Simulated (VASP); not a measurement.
# Li (P1) in VASP: single point with PBE+D3(BJ)

Aim: the single point of Li with PBE+D3(BJ).

Everything below comes from runs of VASP 6.6.1. Logs are shortened: lines on timing, memory, paths and dates and some standing lists are left out, and cuts for length are marked.

**1. The cell of the first run**

The typed cell holds 4 atoms: a = 4.177 Å, b = 4.177 Å, c = 4.177 Å, α = 90.00°, β = 90.00°, γ = 90.00°.

This isn't the form of Li at room conditions, which is bcc.

**2. Single point, PBE+D3(BJ) (all atoms moved at random, sigma 0.25 Å a component)**

INCAR reads:

```
PREC = Accurate ; ENCUT = 520
EDIFF = 1E-6 ; ISMEAR = 0
SIGMA = 0.15 ; LREAL = False
LASPH = True ; NELM = 100
ALGO = Fast ; ISIF = 2
LWAVE = False ; LCHARG = False
GGA = PE ; IVDW = 12
NBANDS = 14
```

KPOINTS reads:

```
Automatic mesh
0
Gamma
  8 8 8
```

POSCAR reads:

```
Li
1.0
    4.1769653562      0.0000000000      0.0000000000
    0.0000000000     -4.1769653562      0.0000000000
    0.0000000000      0.0000000000     -4.1769653562
Li
4
Direct
    0.0166240008      0.4281481333      0.5049414667
    0.5256080770      0.0210627968      0.5200559436
    0.4713786372      0.5403895044     -0.0582888704
   -0.0136107149      0.0103995655      0.0332914601
```

Potentials or basis: VASP PAW PBE potentials, release 64 (Li_sv).

Run with:

```
$ cat potpaw_PBE.64/Li_sv/POTCAR > POTCAR
$ mpirun -np 1 vasp_std > vasp.out
```

OUTCAR:

```text
PREC = Accurate
   ENCUT = 520
   EDIFF = 1E-6
   ISMEAR = 0
   LREAL = False
   LASPH = True
   NELM = 100
   ISIF = 2
   GGA = PE
   IVDW = 12
 IVDW          = 12

 ion  position               nearest neighbor table
   1  0.017  0.428  0.505-
   2  0.526  0.021  0.520-
   3  0.471  0.540  0.942-
   4  0.986  0.010  0.033-

  LATTYP: Found a simple cubic cell.
 ALAT       =     4.1769653562

  Lattice vectors:

 A1 = (   4.1769653562,   0.0000000000,   0.0000000000)
 A2 = (   0.0000000000,  -4.1769653562,   0.0000000000)
 A3 = (   0.0000000000,   0.0000000000,  -4.1769653562)

Analysis of symmetry for initial positions (statically):
=====================================================================
 Subroutine PRICEL returns:
 Original cell was already a primitive cell.

 Routine SETGRP: Setting up the symmetry group for a
 simple cubic supercell.

 Subroutine GETGRP returns: Found  1 space group operations
 (whereof  1 operations were pure point group operations)
 out of a pool of 48 trial point group operations.

The static configuration has the point symmetry C_1 .

Analysis of symmetry for dynamics (positions and initial velocities):
=====================================================================
 Subroutine PRICEL returns:
 Original cell was already a primitive cell.

 Routine SETGRP: Setting up the symmetry group for a
 simple cubic supercell.

 Subroutine GETGRP returns: Found  1 space group operations
 (whereof  1 operations were pure point group operations)
 out of a pool of 48 trial point group operations.

The dynamic configuration has the point symmetry C_1 .

 Subroutine INISYM returns: Found  1 space group operations
 (whereof  1 operations are pure point group operations),
 and found     1 'primitive' translations

----------------------------------------------------------------------------------------

                                     Primitive cell

  volume of cell :      72.8757

  direct lattice vectors                    reciprocal lattice vectors
     4.176965356  0.000000000  0.000000000     0.239408258  0.000000000  0.000000000
     0.000000000 -4.176965356  0.000000000     0.000000000 -0.239408258  0.000000000
     0.000000000  0.000000000 -4.176965356     0.000000000  0.000000000 -0.239408258

  length of vectors
     4.176965356  4.176965356  4.176965356     0.239408258  0.239408258  0.239408258

  position of ions in fractional coordinates (direct lattice)
     0.016624001  0.428148133  0.504941467
     0.525608077  0.021062797  0.520055944
     0.471378637  0.540389504  0.941711130
     0.986389285  0.010399566  0.033291460

  ion indices of the primitive-cell ions
   primitive index   ion index
                 1           1
                 2           2
                 3           3
                 4           4

----------------------------------------------------------------------------------------

 KPOINTS: Automatic mesh

Automatic generation of k-mesh.
 Grid dimensions read from file:
 generate k-points for:    8    8    8

 Generating k-lattice:

  Cartesian coordinates                     Fractional coordinates (reciprocal lattice)
     0.029926032  0.000000000  0.000000000     0.125000000  0.000000000  0.000000000
     0.000000000 -0.029926032  0.000000000     0.000000000  0.125000000  0.000000000
     0.000000000  0.000000000 -0.029926032     0.000000000  0.000000000  0.125000000

  Length of vectors
     0.029926032  0.029926032  0.029926032

  Shift w.r.t. Gamma in fractional coordinates (k-lattice)
     0.000000000  0.000000000  0.000000000

 Subroutine IBZKPT returns following result:
 ===========================================

 Found    260 irreducible k-points:

 Following reciprocal coordinates:
            Coordinates               Weight
  0.000000  0.000000  0.000000      1.000000
  0.125000  0.000000  0.000000      2.000000
  0.000000  0.125000  0.000000      2.000000
  0.000000  0.000000  0.125000      2.000000
  0.250000  0.000000  0.000000      2.000000
  0.000000  0.250000  0.000000      2.000000
[... 16 lines left out ...]
 -0.125000  0.250000  0.000000      2.000000
 -0.250000  0.000000  0.125000      2.000000
 [... further k-points ...]
   k-points           NKPTS =    260   k-points in BZ     NKDIM =    260   number of bands    NBANDS=     14
   number of dos      NEDOS =    301   number of ions     NIONS =      4
   total plane-waves  NPLWV =  32768
   dimension x,y,z NGX =    32 NGY =   32 NGZ =   32
   dimension x,y,z NGXF=    64 NGYF=   64 NGZF=   64
   ions per type =               4
   NGX,Y,Z   is equivalent  to a cutoff of  12.74, 12.74, 12.74 a.u.
   NGXF,Y,Z  is equivalent  to a cutoff of  25.47, 25.47, 25.47 a.u.
 SYSTEM =  unknown system
   PREC   = accura    normal or accurate (medium, high low for compatibility)
   ISTART =      0    job   : 0-new  1-cont  2-samecut
   ICHARG =      2    charge: 1-file 2-atom 10-const
   ISPIN  =      1    spin polarized calculation?
   LNONCOLLINEAR =      F non collinear calculations
   LSORBIT =      F    spin-orbit coupling
   LASPH  =      T    aspherical Exc in radial PAW
   ENCUT  =  520.0 eV  38.22 Ry    6.18 a.u.   7.77  7.77  7.77*2*pi/ulx,y,z
   NELM   =    100;   NELMIN=  2; NELMDL= -5     # of ELM steps
   EDIFF  = 0.1E-05   stopping-criterion for ELM
   LREAL  =      F    real-space projection
   EDIFFG = 0.1E-04   stopping-criterion for IOM
   NSW    =      0    number of steps for IOM
   IBRION =     -1    ionic relax: 0-MD 1-quasi-New 2-CG
   NFREE  =      0    steps in history (QN), initial steepest desc. (CG)
   ISIF   =      2    stress and relaxation
   ISYM   =      2    0-nonsym 1-usesym 2-fastsym
   POTIM  = 0.5000    time-step for ionic-motion
   TEBEG  =    0.0;   TEEND  =   0.0 temperature during run
   PSTRESS=    0.0 pullay stress
   NELECT =      12.0000    total number of electrons
   NUPDOWN=      -1.0000    fix difference up-down
   EMIN   =  10.00;   EMAX   =-10.00  energy-range for DOS
   EFERMI =   0.00;   METHOD = LEGACY
   ISMEAR =     0;   SIGMA  =   0.15  broadening in eV -4-tet -1-fermi 0-gaus
   EFERMI_NEDOS =   21; number of points for ismear=-14 and -15
   IALGO  =     68    algorithm
   IMIX   =      4    mixing-type and parameters
     AMIX     =   0.40;   BMIX     =  1.00
     AMIX_MAG =   1.60;   BMIX_MAG =  1.00
  volume/ion in A,a.u.               =      18.22       122.95
  Fermi-wavevector in a.u.,A,eV,Ry     =   0.897307  1.695664 10.954864  0.805160
  Thomas-Fermi vector in A             =   2.019875
   LORBIT       =      0    0 simple, 1 ext, 2 COOP (PROOUT), +10 PAW based schemes
   GGA     = PE    functional components
   LHFCALC =     F    Hartree Fock is set to
   AEXX    =    0.0000 exact exchange contribution
   IVDW    =    12    specifies the selected vdW correction
   LEPSILON=     F    determine dielectric tensor
   LRPA    =     F    only Hartree local field effects (RPA)
 non-spin polarized calculation
 RMM-DIIS sequential band-by-band and
 Gauss-broadening in eV      SIGMA  =   0.15
  energy-cutoff  :      520.00
  volume of cell :       72.88
 maximum number of plane-waves:      1996
   NGX = 15   NGY = 15   NGZ = 15

 number of electron      12.0000005 magnetization

 Free energy of the ion-electron system (eV)
  ---------------------------------------------------
  ext. energy  EPLUGINS =         0.00000000
  ---------------------------------------------------
  free energy    TOTEN  =        -7.35852140 eV

  energy without entropy =       -7.33765515  energy(sigma->0) =       -7.34808828

 E-fermi :   0.9637     XC(G=0):  -7.3041

 val. band max:        0.9605356344   @ k =  -0.1250   0.1250   0.2500
 cond. band min:       0.9647603751   @ k =   0.1250  -0.1250   0.2500
 fundamental gap:      0.0042247407
 Fermi energy:         0.9636554417

 k-point     1 :       0.0000    0.0000    0.0000
  band No.  band energies     occupation
      1     -45.5181      2.00000
      2     -45.4873      2.00000
      3     -45.4499      2.00000
      4     -45.4392      2.00000
      5      -2.7454      2.00000
      6       2.5256      0.00000
      7       2.6026      0.00000
      8       2.6716      0.00000
      9       5.5954      0.00000
     10       5.7385      0.00000
     11       5.9252      0.00000
     12       9.7331      0.00000
     13       9.9133      0.00000
     14      10.0199      0.00000

 k-point     2 :       0.1250    0.0000    0.0000
  band No.  band energies     occupation
      1     -45.5169      2.00000
      2     -45.4881      2.00000
      3     -45.4499      2.00000
      4     -45.4398      2.00000
      5      -2.6495      2.00000
      6       1.8782      0.00000
      7       2.7322      0.00000
      8       2.7997      0.00000
      9       5.5322      0.00000
     10       5.6911      0.00000
     11       6.8239      0.00000
     12       8.8100      0.00000
     13       9.0194      0.00000
     14       9.8645      0.00000

 k-point     3 :       0.0000    0.1250    0.0000
  band No.  band energies     occupation
      1     -45.5172      2.00000
      2     -45.4878      2.00000
      3     -45.4504      2.00000
      4     -45.4393      2.00000
      5      -2.6493      2.00000
      6       1.9587      0.00000
      7       2.6583      0.00000
      8       2.7321      0.00000
      9       5.6440      0.00000
     10       5.8413      0.00000
     11       6.5990      0.00000
     12       8.7711      0.00000
     13       8.9902      0.00000
     14       9.9111      0.00000
[... 324 lines left out ...]
 k-point    23 :      -0.1250    0.2500    0.0000
  band No.  band energies     occupation
      1     -45.5137      2.00000
      2     -45.4890      2.00000
      3     -45.4518      2.00000
      4     -45.4399      2.00000
      5      -2.2630      2.00000
      6       0.8882      1.52332
      7       2.3184      0.00000
      8       3.2286      0.00000
      9       5.0725      0.00000
     10       6.6548      0.00000
     11       7.0522      0.00000
     12       7.8751      0.00000
     13       8.4477      0.00000
     14       9.3267      0.00000

 k-point    24 :      -0.2500    0.0000    0.1250
  band No.  band energies     occupation
      1     -45.5126      2.00000
      2     -45.4904      2.00000
      3     -45.4501      2.00000
      4     -45.4413      2.00000
      5      -2.2643      2.00000
      6       0.8486      1.72208
      7       2.3731      0.00000
      8       3.2988      0.00000
      9       4.9515      0.00000
     10       6.5105      0.00000
     11       7.1421      0.00000
     12       7.8677      0.00000
     13       8.7036      0.00000
     14       9.4311      0.00000

 [... further k-points ...]

------------------------ aborting loop because EDIFF is reached ----------------------------------------

 Edisp (eV)   -0.75417

 E8    (eV) :    -0.3141

  FORCE on cell =-STRESS in cart. coord.  units (eV):
  Direction    XX          YY          ZZ          XY          YZ          ZX
  --------------------------------------------------------------------------------------
  -------------------------------------------------------------------------------------
  Total       0.21876     0.06286     0.16546    -0.30089     0.32721     0.00884
  in kB       4.80952     1.38201     3.63759    -6.61507     7.19367     0.19430
  external pressure =        3.28 kB  Pullay stress =        0.00 kB

 VOLUME and BASIS-vectors are now :
 -----------------------------------------------------------------------------
  energy-cutoff  :      520.00
  volume of cell :       72.88
      direct lattice vectors                 reciprocal lattice vectors
     4.176965356  0.000000000  0.000000000     0.239408258  0.000000000  0.000000000
     0.000000000 -4.176965356  0.000000000     0.000000000 -0.239408258  0.000000000
     0.000000000  0.000000000 -4.176965356     0.000000000  0.000000000 -0.239408258

 POSITION                                       TOTAL-FORCE (eV/Angst)
 -----------------------------------------------------------------------------------
      0.06944     -1.78836     -2.10912        -0.106190     -0.632660      0.110478
      2.19545     -0.08798     -2.17226        -0.163344      0.280744      0.247217
      1.96893     -2.25719     -3.93349         0.194027      0.113695     -0.501694
      4.12011     -0.04344     -0.13906         0.075506      0.238221      0.143999
 -----------------------------------------------------------------------------------
    total drift:                                0.000781     -0.000212     -0.001469

  FREE ENERGIE OF THE ION-ELECTRON SYSTEM (eV)
  ---------------------------------------------------
  free  energy   TOTEN  =        -8.1126892434 eV

  energy  without entropy=       -8.0918229874  energy(sigma->0) =       -8.10225612
```

Run time: 3.5 min. Hardware: 1 thread of Intel Xeon Platinum 8259CL at 2.50GHz (Skylake/Cascade Lake), shared host; peak memory 0.3 GiB.

Results:

- Free energy: -8.1127 eV
- Largest force: 0.651 eV/Å
- Band gap on the k mesh: none (metal or under the smearing width)
- Dispersion energy per atom: -0.189 eV

Forces on the atoms (eV/Å):
```
Li  -0.106 -0.633  0.110
Li  -0.163  0.281  0.247
Li   0.194  0.114 -0.502
Li   0.076  0.238  0.144
```

Levels at points of the mesh, in eV from the Fermi level:
```
           k point  band 3  band 4  band 5  band 6  band 7  band 8  band 9  band 10
(0.00, 0.00, 0.00)  -46.41  -46.40   -3.71    1.56    1.64    1.71    4.63     4.77
(0.50, 0.00, 0.00)  -46.41  -46.41   -2.15   -2.15    3.45    3.50    3.75     3.79
(0.00, 0.50, 0.00)  -46.42  -46.40   -2.16   -2.13    3.27    3.40    3.86     3.96
(0.00, 0.00, 0.50)  -46.41  -46.41   -2.17   -2.13    3.34    3.47    3.79     3.84
(0.50, 0.50, 0.00)  -46.42  -46.41   -0.88   -0.61   -0.58   -0.27    5.08     5.65
(0.00, 0.50, 0.50)  -46.41  -46.41   -0.90   -0.66   -0.52   -0.24    4.99     5.68
(0.50, 0.00, 0.50)  -46.41  -46.41   -0.82   -0.69   -0.48   -0.36    5.18     5.60
(0.50, 0.50, 0.50)  -46.41  -46.41   -0.13   -0.09   -0.05    0.02    3.02     3.13
```

Caveat: the cutoff is under 1.25 times the usual one of these potentials, so pressure, stress and relaxed cells hold a basis-set (Pulay) error; pairwise dispersion overbinds metals, which lowers pressure and volume.
